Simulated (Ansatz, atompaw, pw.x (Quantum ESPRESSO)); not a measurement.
# What a changed setting does to a pw.x run (bcc Te)

Potential: PAW, atompaw 4.2.0.5, PBE; core [Kr] 4d10, reference 5s2 5p4; waves: 5s (bound): rc 2.00 bohr; 5s channel at 2.15 Ry: rc 2.00 bohr; 5p (bound): rc 2.00 bohr; 5p channel at 1.05 Ry: rc 2.00 bohr; 5d channel at -0.15 Ry: rc 1.90 bohr; local part: bessel scheme, radius 1.85 bohr; core correction: smooth core density matched at 1.60 bohr; augmentation: besselshape compensation charge, radius 1.90 bohr; PAW radius 2.00 bohr; waves and projectors: custom polynom2 7 10 vanderbiltortho.

The reference run (k-mesh 12³, cutoffs 40/400 Ry, Fermi–Dirac 0.01 Ry, mixing_beta 0.4, conv_thr 1e-9, no spin) gives 0.28 GPa at 28.371 Å³/atom, where all-electron LAPW gives 0.14 GPa. This run, with its own iteration cap, changes startingwfc to random.

```
&control
  calculation='scf', prefix='x', pseudo_dir='./', outdir='./tmp', tstress=.true., disk_io='none'
/
&system
  ibrav=0, nat=1, ntyp=1, ecutwfc=40, ecutrho=400, nbnd=10,
  occupations='smearing', smearing='fd', degauss=0.01
/
&electrons
  conv_thr=1e-09, mixing_beta=0.4, electron_maxstep=60, startingwfc='random'
/
ATOMIC_SPECIES
Te 1.0 Te.UPF
CELL_PARAMETERS angstrom
  -1.92134292 1.92134292 1.92134292
  1.92134292 -1.92134292 1.92134292
  1.92134292 1.92134292 -1.92134292
ATOMIC_POSITIONS crystal
Te 0.0000 0.0000 0.0000
K_POINTS automatic
12 12 12 0 0 0
```

```bash
pw.x < Te.scf.in > Te.scf.out
```

Q: How does the run end?

A: It converges in 6 iterations; the free energy moves by +0.0 meV/atom and the pressure by +0.00 GPa. The result is that of the reference run.

```
Message from routine setup:
     using ibrav=0 with symmetry is DISCOURAGED, use correct ibrav instead
     lattice parameter (alat)  =       6.2888  a.u.
     unit-cell volume          =     191.4570 (a.u.)^3
     number of electrons       =         6.00
     number of Kohn-Sham states=           10
     kinetic-energy cutoff     =      40.0000  Ry
     charge density cutoff     =     400.0000  Ry
     scf convergence threshold =      1.0E-09
     Exchange-correlation= SLA PW PBX PBC
     number of k points=    72  Fermi-Dirac smearing, width (Ry)=  0.0100
     negative rho (up, down):  2.419E-02 0.000E+00
     iteration #  1     ecut=    40.00 Ry     beta= 0.40
     negative rho (up, down):  2.376E-02 0.000E+00
     total energy              =    -362.58892451 Ry
     estimated scf accuracy    <       0.00105362 Ry
     iteration #  2     ecut=    40.00 Ry     beta= 0.40
     negative rho (up, down):  2.311E-02 0.000E+00
     total energy              =    -362.58658272 Ry
     estimated scf accuracy    <       0.00045927 Ry
     iteration #  3     ecut=    40.00 Ry     beta= 0.40
     negative rho (up, down):  2.318E-02 0.000E+00
     total energy              =    -362.58656921 Ry
     estimated scf accuracy    <       0.00000353 Ry
     iteration #  4     ecut=    40.00 Ry     beta= 0.40
     negative rho (up, down):  2.319E-02 0.000E+00
     total energy              =    -362.58657368 Ry
     estimated scf accuracy    <       0.00000014 Ry
     iteration #  5     ecut=    40.00 Ry     beta= 0.40
     negative rho (up, down):  2.320E-02 0.000E+00
     total energy              =    -362.58657277 Ry
     estimated scf accuracy    <       0.00000004 Ry
     iteration #  6     ecut=    40.00 Ry     beta= 0.40
     negative rho (up, down):  2.320E-02 0.000E+00
     the Fermi energy is     8.1170 ev
!    total energy              =    -362.58657280 Ry
     estimated scf accuracy    <          2.2E-10 Ry
     smearing contrib. (-TS)   =      -0.00336389 Ry
     The total energy is F=E-TS. E is the sum of the following terms:
     one-electron contribution =       6.21648988 Ry
     hartree contribution      =       0.45850291 Ry
     xc contribution           =     -13.26691653 Ry
     ewald contribution        =     -18.04175036 Ry
     one-center paw contrib.   =    -337.94953481 Ry
     convergence has been achieved in   6 iterations
     negative rho (up, down):  2.320E-02 0.000E+00
          total   stress  (Ry/bohr**3)                   (kbar)     P=        2.79
     Message from routine punch:
     Nothing written, as per user request (disk_io='none')
```

The run took about 11 s on one core of a shared host (Intel(R) Xeon(R) Platinum 8259CL CPU @ 2.50GHz, 96 threads, 755 GiB, load 34).
